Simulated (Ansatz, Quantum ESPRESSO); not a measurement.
# honeycomb BP, 2 layers, AB stacking: capacitance across a vacuum gap, part 2 of 5

Aim: potential against charge for honeycomb BP, 2 layers, AB stacking facing a metal electrode, and the capacitance that follows.

Quantum ESPRESSO 7.5; plane-wave DFT, PBE, GBRV ultrasoft pseudopotentials; geometry by Ansatz 0.2.0 with PAW datasets.

So far: Starting point; Relaxation with Ansatz.

## Step 3: Self-consistent run: charge -0.0268 e

ESM with bc3 puts vacuum below and a metal electrode at the cell's upper end, z = c/2, which holds the counter charge and sets the zero of potential. tot_charge counts missing electrons, so a negative value adds electrons. The energies and forces that the log prints for charged cells are not used here.

Level of this step: plane-wave DFT, PBE, GBRV ultrasoft pseudopotentials (Quantum ESPRESSO 7.5).

q0.in reads:

```
&control
  prefix = 'q0'
  outdir = './out'
  pseudo_dir = './pseudo'
  calculation = 'scf'
  tprnfor = .true.
/
&system
  ibrav = 0
  nat = 4
  ntyp = 2
  ecutwfc = 40
  ecutrho = 200
  occupations = 'smearing'
  smearing = 'fd'
  degauss = 0.004
  assume_isolated = 'esm'
  esm_bc = 'bc3'
  tot_charge = -0.0268
/
&electrons
  conv_thr = 1e-08
  mixing_beta = 0.4
  electron_maxstep = 120
  mixing_mode = 'local-TF'
/
ATOMIC_SPECIES
  P   30.9738  p_pbe_v1.5.uspp.F.UPF
  B   10.8100  b_pbe_v1.4.uspp.F.UPF
CELL_PARAMETERS angstrom
  3.20231763469907 0.00000000000000 0.00000000000000
  -1.60115881734953 2.77328842263629 -0.00000000000000
  0.00000000000000 -0.00000000000000 19.30000000000000
ATOMIC_POSITIONS crystal
  P   0.666666666667 0.333333333333 -0.039523352792
  B   0.333333333333 0.666666666667 -0.040588291786
  P   0.000000000000 -0.000000000000 0.144215234792
  B   0.666666666667 0.333333333333 0.143511466112
K_POINTS automatic
  24 24 1 0 0 0
```

Run with:

```
OMP_NUM_THREADS=1 mpirun -n 2 pw.x -nk 2 -in q0.in > q0.out
```

The program printed:

```text
Program PWSCF v.7.5 starts
[citation notice left out]

     Parallel version (MPI & OpenMP), running on       2 processor cores
     Number of MPI processes:                 2
     Threads/MPI process:                     1

     MPI processes distributed on     1 nodes
[...]
Current dimensions of program PWSCF are:
     Max number of different atomic species (ntypx) = 10
     Max number of k-points (npk) =  40000
     Max angular momentum in pseudopotentials (lmaxx) =  4
     Message from routine setup:
     using ibrav=0 with symmetry is DISCOURAGED, use correct ibrav instead

     K-points division:     npool     =       2
     Subspace diagonalization in iterative solution of the eigenvalue problem:
     a serial algorithm will be used

     G-vector sticks info
     --------------------
     sticks:   dense  smooth     PW     G-vecs:    dense   smooth      PW
     Sum         511     409    121                55383    39483    6777

     Using Slab Decomposition

     bravais-lattice index     =            0
     lattice parameter (alat)  =       6.0515  a.u.
     unit-cell volume          =    1156.6803 (a.u.)^3
     number of atoms/cell      =            4
     number of atomic types    =            2
     number of electrons       =        16.03
     number of Kohn-Sham states=           12
     kinetic-energy cutoff     =      40.0000  Ry
     charge density cutoff     =     200.0000  Ry
     scf convergence threshold =      1.0E-08
     mixing beta               =       0.4000
     number of iterations used =            8  local-TF  mixing
     Exchange-correlation=  SLA  PW   PBX  PBC
                           (   1   4   3   4   0   0   0)

     Effective Screening Medium Method
     =================================
     Boundary Conditions: Vacuum-Slab-Metal
     total charge in unit cell        =  -0.0268
     grid points for fit at edges     =        4

     celldm(1)=   6.051503  celldm(2)=   0.000000  celldm(3)=   0.000000
     celldm(4)=   0.000000  celldm(5)=   0.000000  celldm(6)=   0.000000

     crystal axes: (cart. coord. in units of alat)
               a(1) = (   1.000000   0.000000   0.000000 )
               a(2) = (  -0.500000   0.866025  -0.000000 )
               a(3) = (   0.000000  -0.000000   6.026885 )

     reciprocal axes: (cart. coord. in units 2 pi/alat)
               b(1) = (  1.000000  0.577350  0.000000 )
               b(2) = ( -0.000000  1.154701  0.000000 )
               b(3) = ( -0.000000  0.000000  0.165923 )

     PseudoPot. # 1 for P  read from file:
     ./pseudo/p_pbe_v1.5.uspp.F.UPF
     Pseudo is Ultrasoft + core correction, Zval =  5.0
     Generated by new atomic code, or converted to UPF format
     Using radial grid of  903 points,  6 beta functions with:
                l(1) =   0
                l(2) =   0
                l(3) =   1
                l(4) =   1
                l(5) =   2
                l(6) =   2
     Q(r) pseudized with  8 coefficients,  rinner =    1.300   1.300   1.300
                                                       1.300   1.300

     PseudoPot. # 2 for B  read from file:
     ./pseudo/b_pbe_v1.4.uspp.F.UPF
     Pseudo is Ultrasoft + core correction, Zval =  3.0
     Generated by new atomic code, or converted to UPF format
     Using radial grid of  781 points,  4 beta functions with:
                l(1) =   0
                l(2) =   0
                l(3) =   1
                l(4) =   1
     Q(r) pseudized with  8 coefficients,  rinner =    1.100   1.100   1.100

     atomic species   valence    mass     pseudopotential
     P                 5.00    30.97380     P ( 1.00)
     B                 3.00    10.81000     B ( 1.00)

      6 Sym. Ops. (no inversion) found

   Cartesian axes

     site n.     atom                  positions (alat units)
         1        P      tau(   1) = (   0.5000000   0.2886751  -0.2382027  )
         2        B      tau(   2) = (  -0.0000000   0.5773503  -0.2446210  )
         3        P      tau(   3) = (   0.0000000   0.0000000   0.8691686  )
         4        B      tau(   4) = (   0.5000000   0.2886751   0.8649271  )

     number of k points=    61  Fermi-Dirac smearing, width (Ry)=  0.0040
                       cart. coord. in units 2pi/alat
        k(    1) = (   0.0000000   0.0000000   0.0000000), wk =   0.0034722
        k(    2) = (   0.0000000   0.0481125   0.0000000), wk =   0.0208333
        k(    3) = (   0.0000000   0.0962250   0.0000000), wk =   0.0208333
        k(    4) = (   0.0000000   0.1443376   0.0000000), wk =   0.0208333
        k(    5) = (   0.0000000   0.1924501   0.0000000), wk =   0.0208333
        k(    6) = (   0.0000000   0.2405626   0.0000000), wk =   0.0208333
        k(    7) = (   0.0000000   0.2886751   0.0000000), wk =   0.0208333
        k(    8) = (   0.0000000   0.3367877   0.0000000), wk =   0.0208333
        k(    9) = (   0.0000000   0.3849002   0.0000000), wk =   0.0208333
        k(   10) = (   0.0000000   0.4330127   0.0000000), wk =   0.0208333
[...]
k(   61) = (   0.3333333   0.5773503   0.0000000), wk =   0.0069444

     Dense  grid:    55383 G-vectors     FFT dimensions: (  27,  27, 180)

     Smooth grid:    39483 G-vectors     FFT dimensions: (  25,  25, 150)

     Estimated max dynamical RAM per process >     149.46 MB

     Estimated total dynamical RAM >     285.40 MB

     Initial potential from superposition of free atoms

     starting charge      15.9991, renormalised to      16.0268

     negative rho (up, down):  5.735E-05 0.000E+00
     Starting wfcs are   16 randomized atomic wfcs

     total cpu time spent up to now is        1.9 secs

     per-process dynamical memory:    68.3 Mb

     Self-consistent Calculation

     iteration #  1     ecut=    40.00 Ry     beta= 0.40
     Davidson diagonalization with overlap
     ethr =  1.00E-02,  avg # of iterations =  5.2

     negative rho (up, down):  9.258E-05 0.000E+00

     total cpu time spent up to now is        3.2 secs

     total energy              =     -43.74957258 Ry
     estimated scf accuracy    <       0.17098562 Ry

     iteration #  2     ecut=    40.00 Ry     beta= 0.40
[...]
negative rho (up, down):  9.835E-06 0.000E+00

[...]
total energy              =     -43.82139364 Ry
     estimated scf accuracy    <       0.11789321 Ry

     iteration #  3     ecut=    40.00 Ry     beta= 0.40
[...]
negative rho (up, down):  1.078E-08 0.000E+00

[...]
total energy              =     -43.81597190 Ry
[...]
c_bands:  2 eigenvalues not converged
     c_bands:  3 eigenvalues not converged
     c_bands:  3 eigenvalues not converged
     c_bands:  3 eigenvalues not converged
     c_bands:  3 eigenvalues not converged
     c_bands:  3 eigenvalues not converged
     c_bands:  1 eigenvalues not converged
     c_bands:  4 eigenvalues not converged
     c_bands:  3 eigenvalues not converged
     c_bands:  4 eigenvalues not converged
     c_bands:  3 eigenvalues not converged
     c_bands:  2 eigenvalues not converged
     c_bands:  4 eigenvalues not converged
     c_bands:  4 eigenvalues not converged
     c_bands:  2 eigenvalues not converged
     c_bands:  1 eigenvalues not converged
[...]
negative rho (up, down):  4.364E-04 0.000E+00

[...]
total energy              =     -43.83740021 Ry
     estimated scf accuracy    <       0.00060977 Ry

     iteration # 13     ecut=    40.00 Ry     beta= 0.40
[...]
c_bands:  2 eigenvalues not converged
     c_bands:  3 eigenvalues not converged
     c_bands:  4 eigenvalues not converged
     c_bands:  3 eigenvalues not converged
     c_bands:  4 eigenvalues not converged
     c_bands:  3 eigenvalues not converged
     c_bands:  3 eigenvalues not converged
     c_bands:  4 eigenvalues not converged
     c_bands:  4 eigenvalues not converged
     c_bands:  4 eigenvalues not converged
     c_bands:  4 eigenvalues not converged
     c_bands:  3 eigenvalues not converged
     c_bands:  4 eigenvalues not converged
     c_bands:  4 eigenvalues not converged
     c_bands:  4 eigenvalues not converged
     c_bands:  1 eigenvalues not converged
[...]
negative rho (up, down):  3.687E-05 0.000E+00

[...]
total energy              =     -43.83783303 Ry
     estimated scf accuracy    <       0.00093961 Ry

     iteration # 14     ecut=    40.00 Ry     beta= 0.40
[...]
c_bands:  1 eigenvalues not converged
     c_bands:  3 eigenvalues not converged
     c_bands:  3 eigenvalues not converged
     c_bands:  3 eigenvalues not converged
     c_bands:  4 eigenvalues not converged
     c_bands:  3 eigenvalues not converged
     c_bands:  2 eigenvalues not converged
     c_bands:  4 eigenvalues not converged
     c_bands:  4 eigenvalues not converged
     c_bands:  3 eigenvalues not converged
     c_bands:  2 eigenvalues not converged
     c_bands:  4 eigenvalues not converged
     c_bands:  3 eigenvalues not converged
     c_bands:  4 eigenvalues not converged
     c_bands:  4 eigenvalues not converged
[...]
negative rho (up, down):  3.348E-07 0.000E+00

[...]
total energy              =     -43.83793828 Ry
     estimated scf accuracy    <       0.00142949 Ry

[...]
iteration # 28     ecut=    40.00 Ry     beta= 0.40
[...]
negative rho (up, down):  1.468E-05 0.000E+00

[...]
total energy              =     -43.83823994 Ry
     estimated scf accuracy    <       0.00000671 Ry

     iteration # 29     ecut=    40.00 Ry     beta= 0.40
[...]
negative rho (up, down):  1.252E-05 0.000E+00

[...]
total energy              =     -43.83821811 Ry
     estimated scf accuracy    <       0.00000543 Ry

     iteration # 30     ecut=    40.00 Ry     beta= 0.40
[...]
negative rho (up, down):  8.845E-05 0.000E+00

[...]
total energy              =     -43.83806972 Ry
     estimated scf accuracy    <       0.00000297 Ry

     iteration # 31     ecut=    40.00 Ry     beta= 0.40
[...]
c_bands:  1 eigenvalues not converged
     c_bands:  1 eigenvalues not converged
     c_bands:  1 eigenvalues not converged
     c_bands:  1 eigenvalues not converged
     c_bands:  1 eigenvalues not converged
     c_bands:  1 eigenvalues not converged
[...]
negative rho (up, down):  1.177E-04 0.000E+00

[...]
total energy              =     -43.83807732 Ry
     estimated scf accuracy    <       0.00000035 Ry

     iteration # 32     ecut=    40.00 Ry     beta= 0.40
[...]
c_bands:  1 eigenvalues not converged
[...]
negative rho (up, down):  1.293E-04 0.000E+00

[...]
total energy              =     -43.83807967 Ry
     estimated scf accuracy    <       0.00000010 Ry

     iteration # 33     ecut=    40.00 Ry     beta= 0.40
[...]
c_bands:  2 eigenvalues not converged
     c_bands:  1 eigenvalues not converged
[...]
negative rho (up, down):  1.399E-04 0.000E+00

[...]
total energy              =     -43.83807838 Ry
     estimated scf accuracy    <       0.00000005 Ry

     iteration # 34     ecut=    40.00 Ry     beta= 0.40
[...]
c_bands:  1 eigenvalues not converged
[...]
negative rho (up, down):  1.481E-04 0.000E+00

[...]
total energy              =     -43.83807677 Ry
     estimated scf accuracy    <       0.00000001 Ry

     iteration # 35     ecut=    40.00 Ry     beta= 0.40
[...]
negative rho (up, down):  1.441E-04 0.000E+00

[...]
End of self-consistent calculation

          k = 0.0000 0.0000 0.0000 (  4849 PWs)   bands (ev):

   -15.9863 -15.7234  -6.9853  -5.5920  -3.8246  -3.8246  -3.7196  -3.7196
     0.9573   1.9428   2.5131   2.5153

          k = 0.0000 0.0481 0.0000 (  4885 PWs)   bands (ev):

   -15.9596 -15.6970  -6.9558  -5.5640  -3.9680  -3.8802  -3.8602  -3.7731
     0.9903   1.9660   2.4229   2.6249

          k = 0.0000 0.0962 0.0000 (  4889 PWs)   bands (ev):

   -15.8793 -15.6179  -6.8675  -5.4805  -4.3661  -4.2505  -4.0341  -3.9220
     1.0891   2.0420   2.2670   2.4603

          k = 0.0000 0.1443 0.0000 (  4907 PWs)   bands (ev):

   -15.7462 -15.4866  -6.7208  -5.3434  -4.9464  -4.8212  -4.2567  -4.1388
     1.2533   2.0306   2.1246   2.3864

          k = 0.0000 0.1925 0.0000 (  4927 PWs)   bands (ev):

   -15.5611 -15.3042  -6.5170  -5.6467  -5.5034  -5.1446  -4.5152  -4.3920
     1.4765   1.8094   1.9885   2.5282

          k = 0.0000 0.2406 0.0000 (  4931 PWs)   bands (ev):

   -15.3255 -15.0724  -6.4055  -6.2782  -6.2156  -4.9012  -4.7827  -4.6552
     1.5375   1.7249   1.8561   2.7939

[...]
the Fermi energy is    -1.1712 ev

!    total energy              =     -43.83807840 Ry
     estimated scf accuracy    <          4.7E-09 Ry
     smearing contrib. (-TS)   =      -0.00018307 Ry
     internal energy E=F+TS    =     -43.83789532 Ry

     The total energy is F=E-TS. E is the sum of the following terms:
     one-electron contribution =   -2906.83903512 Ry
     hartree contribution      =    1456.13036847 Ry
     xc contribution           =     -17.76611997 Ry
     ewald contribution        =    1424.63689129 Ry

     convergence has been achieved in  35 iterations

     negative rho (up, down):  1.441E-04 0.000E+00

     Forces acting on atoms (cartesian axes, Ry/au):

     atom    1 type  1   force =     0.00000000    0.00000000   -0.00365797
     atom    2 type  2   force =     0.00000000    0.00000000   -0.00149154
     atom    3 type  1   force =     0.00000000   -0.00000000    0.00389634
     atom    4 type  2   force =     0.00000000    0.00000000    0.00139037

     Total force =     0.005720     Total SCF correction =     0.000143

[...]
=------------------------------------------------------------------------------=
   JOB DONE.
=------------------------------------------------------------------------------=
[...]
```

Wall time 52 s (2 MPI ranks of AMD EPYC 9R45 (Zen 5), shared host); peak memory 0.41 GiB.

Read from the output:

```
Fermi energy                                                   : -1.171 eV
vacuum line at the lower end of the cell, over the Fermi level : 4.258 eV
slope of the potential above                                   : -0.5467 eV/Å
vacuum line at the upper end of the cell, over the Fermi level : 1.171 eV
```

Electrostatic potential energy of an electron; zero at the Fermi level. Table of potential energy, planar mean by z:

z (Å), potential energy, planar mean (eV) and a bar from the least value:
```
     -9.5        4.3 ##############################
     -9.0        4.3 ##############################
     -8.5        4.3 ##############################
     -8.0        4.3 ##############################
     -7.5        4.3 ##############################
     -7.0        4.3 ##############################
     -6.5        4.3 ##############################
     -6.0        4.3 ##############################
     -5.5        4.3 ##############################
     -5.0        4.3 ##############################
     -4.5        4.3 ##############################
     -4.0        4.3 ##############################
     -3.5        4.2 ##############################
     -3.0        4.2 ##############################
     -2.5        3.8 #############################
     -2.0        2.4 ############################
     -1.5       -3.5 ####################
     -1.0      -19.5 
     -0.5      -18.2 ##
      0.0       -2.7 #####################
      0.5        2.5 ############################
      1.0        3.5 #############################
      1.5        2.5 ############################
      2.0       -2.6 #####################
      2.5      -18.1 ##
      3.0      -19.8 
      3.5       -3.9 ####################
      4.0        2.2 ###########################
      4.5        3.5 #############################
      5.0        3.6 #############################
      5.5        3.4 #############################
      6.0        3.2 #############################
      6.5        2.9 ############################
      7.0        2.6 ############################
      7.5        2.3 ############################
      8.0        2.1 ###########################
      8.5        1.8 ###########################
      9.0        1.5 ###########################
      9.5        1.3 ##########################
```

The run needed 35 iterations to bring the estimated error under 1e-08 Ry.

Inside the slab this potential holds the local part of the pseudopotentials, which can be repulsive at the nuclei; only its value in the vacuum has a meaning of its own.

Gauss's law asks for a slope of 180.95 q/A = -0.546 eV/Å in the gap; the run gives -0.547.

[end of part 2 of 5]

[Logs are printed without paths, hosts, clocks, repeated set-up lines and the standing remarks that a program may print on its own settings, such as how far it seeks lower states.]

[Hosts, paths, dates, database ids (printed as entryN), source tags and the programs' standing remarks are cut or masked in the printed files.]

[Maps of the electrostatic potential energy from Ansatz leave out the sawtooth potential of an applied field or a dipole correction, so their vacuum need not be flat; planar profiles and work functions include it.]
